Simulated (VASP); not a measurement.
# LiF (Fm-3m) in VASP: notebook

Aim: see how the results for LiF move with the level of theory and the settings. Levels: PBE, PBE+D3(BJ). Tasks: relaxation of cell and atoms.

Program: VASP 6.6.1. These are calculated values, not measurements. Logs are shortened: lines on timing, memory, paths and dates and some standing lists are left out, and cuts for length are marked.

## 1. Starting point

The structure is cubic, space group Fm-3m (No. 225). Conventional cell: a = 4.083 Å, b = 4.083 Å, c = 4.083 Å, α = 90.00°, β = 90.00°, γ = 90.00°. Li (site symmetry m-3m) is surrounded by 6 F at 2.04 Å. Around F (site symmetry m-3m) lie 6 Li at 2.04 Å.

The cell is a database's computed one.

## 2. Relaxation of cell and atoms, PBE

INCAR

```
PREC = Accurate
ENCUT = 600
EDIFF = 1E-7
ISMEAR = 0
SIGMA = 0.02
LREAL = False
LASPH = True
NELM = 80
ALGO = Normal
ISIF = 3
LWAVE = False
LCHARG = False
GGA = PE
IBRION = 2
NSW = 90
EDIFFG = -0.005
```

KPOINTS

```
regular mesh
0
Gamma
  10 10 10
```

POSCAR

```
LiF
1.0
    0.0000000000      2.0417135700      2.0417135700
    2.0417135700      0.0000000000      2.0417135700
    2.0417135700      2.0417135700      0.0000000000
Li F
1 1
Direct
    0.0000000000      0.0000000000      0.0000000000
    0.5000000000      0.5000000000      0.5000000000
```

Potentials or basis: VASP PAW PBE potentials, release 64 (Li_sv, F).

Launch:

```sh
cat potpaw_PBE.64/Li_sv/POTCAR potpaw_PBE.64/F/POTCAR > POTCAR
mpirun -np 1 vasp_std > vasp.out
```

OUTCAR:

```text
PREC = Accurate
   ENCUT = 600
   EDIFF = 1E-7
   ISMEAR = 0
   LREAL = False
   LASPH = True
   NELM = 80
   ISIF = 3
   GGA = PE
   IBRION = 2
   NSW = 90
   EDIFFG = -0.005

 ion  position               nearest neighbor table
   1  0.000  0.000  0.000-   2 2.04   2 2.04   2 2.04   2 2.04   2 2.04   2 2.04
   2  0.500  0.500  0.500-   1 2.04   1 2.04   1 2.04   1 2.04   1 2.04   1 2.04

  LATTYP: Found a face centered cubic cell.
 ALAT       =     4.0834271400

  Lattice vectors:

 A1 = (   0.0000000000,   2.0417135700,   2.0417135700)
 A2 = (   2.0417135700,   0.0000000000,   2.0417135700)
 A3 = (   2.0417135700,   2.0417135700,   0.0000000000)

Analysis of symmetry for initial positions (statically):
=====================================================================
 Subroutine PRICEL returns:
 Original cell was already a primitive cell.

 Routine SETGRP: Setting up the symmetry group for a
 face centered cubic supercell.

 Subroutine GETGRP returns: Found 48 space group operations
 (whereof 48 operations were pure point group operations)
 out of a pool of 48 trial point group operations.

The static configuration has the point symmetry O_h .

Analysis of symmetry for dynamics (positions and initial velocities):
=====================================================================
 Subroutine PRICEL returns:
 Original cell was already a primitive cell.

 Routine SETGRP: Setting up the symmetry group for a
 face centered cubic supercell.

 Subroutine GETGRP returns: Found 48 space group operations
 (whereof 48 operations were pure point group operations)
 out of a pool of 48 trial point group operations.

The dynamic configuration has the point symmetry O_h .

 Subroutine INISYM returns: Found 48 space group operations
 (whereof 48 operations are pure point group operations),
 and found     1 'primitive' translations

----------------------------------------------------------------------------------------

                                     Primitive cell

  volume of cell :      17.0222

  direct lattice vectors                    reciprocal lattice vectors
     0.000000000  2.041713570  2.041713570    -0.244892333  0.244892333  0.244892333
     2.041713570  0.000000000  2.041713570     0.244892333 -0.244892333  0.244892333
     2.041713570  2.041713570  0.000000000     0.244892333  0.244892333 -0.244892333

  length of vectors
[... 96 lines left out ...]
   EFERMI =   0.00;   METHOD = LEGACY
   ISMEAR =     0;   SIGMA  =   0.02  broadening in eV -4-tet -1-fermi 0-gaus
   EFERMI_NEDOS =   21; number of points for ismear=-14 and -15
   IALGO  =     38    algorithm
   IMIX   =      4    mixing-type and parameters
     AMIX     =   0.40;   BMIX     =  1.00
     AMIX_MAG =   1.60;   BMIX_MAG =  1.00
  volume/ion in A,a.u.               =       8.51        57.44
  Fermi-wavevector in a.u.,A,eV,Ry     =   1.371103  2.591009 25.577904  1.879923
  Thomas-Fermi vector in A             =   2.496830
   LORBIT       =      0    0 simple, 1 ext, 2 COOP (PROOUT), +10 PAW based schemes
   GGA     = PE    functional components
   LHFCALC =     F    Hartree Fock is set to
   AEXX    =    0.0000 exact exchange contribution
   IVDW    =     0    specifies the selected vdW correction
   LEPSILON=     F    determine dielectric tensor
   LRPA    =     F    only Hartree local field effects (RPA)
 conjugate gradient relaxation of ions
 non-spin polarized calculation
 Gauss-broadening in eV      SIGMA  =   0.02
  energy-cutoff  :      600.00
  volume of cell :       17.02
 maximum number of plane-waves:       588
   NGX = 11   NGY = 11   NGZ = 11

--------------------------------------- Ionic step        1  -------------------------------------------

 number of electron      10.0000000 magnetization

 number of electron       9.9999995 magnetization

 Free energy of the ion-electron system (eV)
  ---------------------------------------------------
  ext. energy  EPLUGINS =         0.00000000
  ---------------------------------------------------
  free energy    TOTEN  =        -9.64282975 eV

  energy without entropy =       -9.64282975  energy(sigma->0) =       -9.64282975

------------------------ aborting loop because EDIFF is reached ----------------------------------------

  FORCE on cell =-STRESS in cart. coord.  units (eV):
  Direction    XX          YY          ZZ          XY          YZ          ZX
  --------------------------------------------------------------------------------------
  -------------------------------------------------------------------------------------
  Total       -0.1583308     -0.1583308     -0.1583308     -0.0000000      0.0000000      0.0000000
  in kB      -14.9025840    -14.9025840    -14.9025840     -0.0000000      0.0000000      0.0000000
  external PRESSURE =     -14.9025840 kB  Pullay stress =       0.0000000 kB
[... 59 lines left out ...]
--------------------------------------- Ionic step        3  -------------------------------------------

 number of electron       9.9999991 magnetization

 Free energy of the ion-electron system (eV)
  ---------------------------------------------------
  ext. energy  EPLUGINS =         0.00000000
  ---------------------------------------------------
  free energy    TOTEN  =        -9.64466145 eV

  energy without entropy =       -9.64466145  energy(sigma->0) =       -9.64466145

 E-fermi :  -0.9047     XC(G=0):  -9.8969

 val. band max:       -1.1291550005   @ k =   0.0000   0.0000   0.0000
 cond. band min:       7.8025636534   @ k =   0.0000   0.0000   0.0000
 fundamental gap:      8.9317186539
 Fermi energy:        -0.9046687632

 k-point     1 :       0.0000    0.0000    0.0000
  band No.  band energies     occupation
      1     -42.0843      2.00000
      2     -21.0549      2.00000
      3      -1.1292      2.00000
      4      -1.1292      2.00000
      5      -1.1292      2.00000
      6       7.8026      0.00000
      7      22.6042      0.00000
      8      22.6042      0.00000
      9      22.6042      0.00000
[... 265 lines left out ...]
 k-point    24 :       0.4000    0.3000    0.0000
  band No.  band energies     occupation
      1     -42.0290      2.00000
      2     -20.5463      2.00000
      3      -3.3922      2.00000
      4      -1.9789      2.00000
      5      -1.8699      2.00000
      6      11.7841      0.00000
      7      15.5496      0.00000
      8      17.2177      0.00000
      9      18.8361      0.00000

 [... further k-points ...]
[... 5 lines left out ...]
  --------------------------------------------------------------------------------------
  -------------------------------------------------------------------------------------
  Total        0.0009527      0.0009527      0.0009527      0.0000000      0.0000000      0.0000000
  in kB        0.0917753      0.0917753      0.0917753      0.0000000      0.0000000      0.0000000
  external PRESSURE =       0.0917753 kB  Pullay stress =       0.0000000 kB
[... 17 lines left out ...]
  FREE ENERGIE OF THE ION-ELECTRON SYSTEM (eV)
  ---------------------------------------------------
  free  energy   TOTEN  =        -9.6446614450 eV

  energy  without entropy=       -9.6446614450  energy(sigma->0) =       -9.64466145

 reached required accuracy - stopping structural energy minimisation
```

OSZICAR:

```text
N       E                     dE             d eps       ncg     rms          rms(c)
DAV:   1     0.383272654032E+02    0.38327E+02   -0.62074E+03   862   0.125E+03
DAV:   2    -0.899549147297E+01   -0.47323E+02   -0.46535E+02   939   0.223E+02
DAV:   3    -0.101421235059E+02   -0.11466E+01   -0.11453E+01  1121   0.343E+01
DAV:   4    -0.101538978011E+02   -0.11774E-01   -0.11770E-01  1114   0.333E+00
[... 22 lines left out ...]
DAV:   3    -0.964477369822E+01    0.25667E-03   -0.41968E-04  1160   0.257E-01    0.991E-02
DAV:   4    -0.964466032777E+01    0.11337E-03   -0.14847E-04  1343   0.128E-01    0.665E-03
DAV:   5    -0.964466161704E+01   -0.12893E-05   -0.58315E-06   872   0.276E-02    0.211E-03
DAV:   6    -0.964466140071E+01    0.21633E-06   -0.48115E-07  1079   0.705E-03    0.678E-04
DAV:   7    -0.964466144501E+01   -0.44298E-07   -0.11442E-08   441   0.138E-03
   3 F= -.96446614E+01 E0= -.96446614E+01  d E =-.183169E-02
```

CONTCAR:

```text
LiF
   1.00000000000000
     0.0000000000000000    2.0260033166136133    2.0260033166136133
     2.0260033166136133    0.0000000000000000    2.0260033166136133
     2.0260033166136133    2.0260033166136133    0.0000000000000000
  Li              F
     1     1
Direct
     0.0000000000000000    0.0000000000000000    0.0000000000000000
     0.5000000000000000    0.5000000000000000    0.5000000000000000

  0.00000000E+00  0.00000000E+00  0.00000000E+00
  0.00000000E+00  0.00000000E+00  0.00000000E+00
```

Wall time 25 s (1 thread of Intel Xeon Platinum 8375C at 2.90GHz (Ice Lake), shared host); peak memory 0.13 GiB.

What came out:

```
Free energy                            : -9.6447 eV
Relaxed volume                         : 8.32 Å³/atom
Relaxed cell                           : a = 2.865 Å, b = 2.865 Å, c = 2.865 Å, α = 60.00°, β = 60.00°, γ = 60.00°
Space group after relaxing (to 0.05 Å) : Fm-3m (No. 225)
Energy gained by relaxing              : 0.9 meV/atom
Ionic steps                            : 3
Pressure after relaxing                : 0.0 GPa
Band gap on the k mesh                 : 8.93 eV, direct
```

Step by step:
```csv
step,energy change (eV),largest force (eV/Å),pressure (GPa),volume (Å³)
1,0.0000,0.0000,-1.49,17.02
2,-0.0014,0.0000,-0.76,16.83
3,-0.0018,0.0000,0.01,16.63
```

Final structure:
```xyz
2
Lattice="0.0000 2.0260 2.0260 2.0260 0.0000 2.0260 2.0260 2.0260 0.0000" Properties=species:S:1:pos:R:3 pbc="T T T"
Li    0.0000    0.0000    0.0000
F     2.0260    2.0260    2.0260
```

Caveat: the cutoff is under 1.25 times the usual one of these potentials, so pressure, stress and relaxed cells hold a basis-set (Pulay) error.

## 3. Relaxation of cell and atoms, PBE+D3(BJ)

INCAR, as its differences from that of step 2:

```diff
@@ -13,2 +13,3 @@
 GGA = PE
+IVDW = 12
 IBRION = 2
```

KPOINTS is that of step 2.

POSCAR is that of step 2.

Potentials or basis: VASP PAW PBE potentials, release 64 (Li_sv, F).

Launch:

```sh
cat potpaw_PBE.64/Li_sv/POTCAR potpaw_PBE.64/F/POTCAR > POTCAR
mpirun -np 1 vasp_std > vasp.out
```

Run time: 35 s. Hardware: 1 thread of Intel Xeon Platinum 8375C at 2.90GHz (Ice Lake), shared host; peak memory 0.14 GiB.

The run converged. Its results:

```
Free energy                            : -10.0043 eV
Relaxed volume                         : 7.90 Å³/atom
Relaxed cell                           : a = 2.817 Å, b = 2.817 Å, c = 2.817 Å, α = 60.00°, β = 60.00°, γ = 60.00°
Space group after relaxing (to 0.05 Å) : Fm-3m (No. 225)
Energy gained by relaxing              : 9.7 meV/atom
Ionic steps                            : 4
Pressure after relaxing                : 0.0 GPa
Band gap on the k mesh                 : 9.39 eV, direct
Dispersion energy per atom             : -0.185 eV
```

Step by step:
```
step  energy change (eV)  largest force (eV/Å)  pressure (GPa)  volume (Å³)
   1              0.0000                0.0000           -4.80        17.02
   2             -0.0145                0.0000           -2.58        16.40
   3             -0.0194                0.0000           -0.29        15.87
   4             -0.0195                0.0000            0.00        15.81
```

Final structure:
```
Li F
1.0
     0.00000    1.99190    1.99190
     1.99190    0.00000    1.99190
     1.99190    1.99190    0.00000
Li F
1 1
Direct
  0.00000 0.00000 0.00000
  0.50000 0.50000 0.50000
```

Levels at points of the mesh, in eV from the valence-band top:
```
           k point  band 1  band 2  band 3  band 4  band 5  band 6  band 7  band 8  band 9
(0.00, 0.00, 0.00)  -40.84  -20.07    0.00    0.00    0.00    9.39   24.41   24.41   24.41
(0.50, 0.00, 0.00)  -40.77  -19.61   -2.62   -0.24   -0.24   10.95   17.13   19.17   19.17
(0.50, 0.50, 0.00)  -40.76  -19.32   -3.15   -1.05   -1.05   15.12   16.63   17.85   20.63
```

Caveat: the cutoff is under 1.25 times the usual one of these potentials, so pressure, stress and relaxed cells hold a basis-set (Pulay) error. As with any semilocal functional, this PBE gap is likely too small.
